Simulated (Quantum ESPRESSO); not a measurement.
CsSnBr3:

```xyz
5
Lattice="5.8390 0.0000 0.0000 0.0000 5.8390 0.0000 0.0000 0.0000 5.8390" Properties=species:S:1:pos:R:3 pbc="T T T"
Cs    0.0000    0.0000    0.0000
Sn    2.9195    2.9195    2.9195
Br    0.0000    2.9195    2.9195
Br    2.9195    2.9195    0.0000
Br    2.9195    0.0000    2.9195
```

The cell is a database's computed one.

Base run:

```yaml
Program: Quantum ESPRESSO 7.5
Functional: PBE
Potentials_or_basis: SSSP 1.3 efficiency PBE
Cutoff: 816 eV
Density_cutoff: 6531 eV
k_mesh: 5 × 5 × 5
Occupations: fermi-dirac, width 0.05 eV
Spin: no spin polarisation
```

Its results: pressure 0.5 GPa.

**Question.** The run is repeated on the same cell with these changes: functional from PBE to r2SCAN; potentials or basis from SSSP 1.3 efficiency PBE to SG15 PBE 1.2; cutoff from 816 eV to 952 eV; density cutoff from 6531 eV to 3810 eV. What comes out?

**Answer.** Pressure -0.5 GPa.

Caveats: the potentials were made for another functional, which shifts forces and pressure (some runs).
